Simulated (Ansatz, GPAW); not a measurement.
Given: the input of a run of Ansatz 0.2.0 on Bi (Bismuth). 

Contents of input.yaml:

```yaml
crystal:
  lattice:
    - [2.2675, 1.3091417354, 3.938]
    - [-2.2675, 1.3091417354, 3.938]
    - [0.0, -2.6182834708, 3.938]
  atoms:
    - { symbol: Bi, position: [0.766, 0.766, 0.766] }
    - { symbol: Bi, position: [0.234, 0.234, 0.234] }
hamiltonian:
  xc: pbe
  pseudopotentials: { kind: paw }
kpoints:
  mp_grid: { grid: [7, 7, 7] }
scf:
  occupations: { method: gaussian, width: 0.1 }
output:
  forces: true
  stress: true
  eigenvalues: true
  write_density: true
  write_potential: true
  elf: true
  volumetric_format: npy
```

Potentials or basis: Ansatz PAW.

Command:

```bash
$ ansatz run input.yaml --threads 1 --pin off --max-ram 3584MiB --backend cpu --events-out ev --progress --plain --runs-dir out
```

Q: Set up the same calculation for GPAW 26.7.0 (ASE script). Potentials or basis there: GPAW PAW data sets (gpaw-data 1.2.1), cutoff 600 eV.

A: As run (cutoffs and basis follow the program's own potentials, and thresholds, step limits or extra output files can differ):

Contents of run.py:

```python
from ase.dft.bandgap import bandgap
from ase.io import read, write
from ase.units import Bohr, GPa
from gpaw import GPAW, PW
from gpaw.elf import elf_from_dft_calculation

atoms = read('Bi.xyz')

calc = GPAW(mode=PW(600),
            xc='PBE',
            kpts={'size': (7, 7, 7), 'gamma': True},
            occupations={'name': 'methfessel-paxton', 'order': 0, 'width': 0.1},
            nbands=25,
            convergence={'density': 1e-05, 'energy': 1e-05},
            maxiter=150,
            txt='gpaw.txt')
atoms.calc = calc
energy = atoms.get_potential_energy()
forces = atoms.get_forces()
stress = atoms.get_stress()
calc.write('gs.gpw')
write('result.traj', atoms)
print(f'Energy: {energy:.6f} eV')
print('Forces (eV/A):')
print(forces.round(4))
print('Stress (GPa):', (stress / GPa).round(3))
print('Fermi level:', round(calc.get_fermi_level(), 4), 'eV')
print(f'Gap: {bandgap(calc)[0]:.4f} eV, direct: {bandgap(calc, direct=True)[0]:.4f} eV')

# fields on the real-space grid
write('density.cube', atoms, data=calc.get_pseudo_density() * Bohr**3)
write('potential.cube', atoms, data=calc.get_electrostatic_potential())
write('elf.cube', atoms, data=elf_from_dft_calculation(calc).data)
```

Contents of Bi.xyz:

```xyz
2
Lattice="2.2675000000 1.3091417354 3.9380000000 -2.2675000000 1.3091417354 3.9380000000 0.0000000000 -2.6182834708 3.9380000000" Properties=species:S:1:pos:R:3 pbc="T T T"
Bi     0.0000000000      0.0000000000      9.0495240000
Bi     0.0000000000      0.0000000000      2.7644760000
```

Potentials or basis: GPAW PAW data sets (gpaw-data 1.2.1), pw.

Command:

```sh
$ OMP_NUM_THREADS=1 python run.py
```

Both were run:

|  | Ansatz | GPAW |
| --- | --- | --- |
| Pressure | 2.1 GPa | 2.0 GPa |
| Largest force | 0.199 eV/Å | 0.193 eV/Å |

Ansatz's pressure holds a Pulay term of +0.03 GPa for its cutoff of 420 eV, which the other run lacks.

Where Ansatz's input types no cutoff or centring, it takes its own default and a Γ-centred mesh.

Pressure is positive in compression.
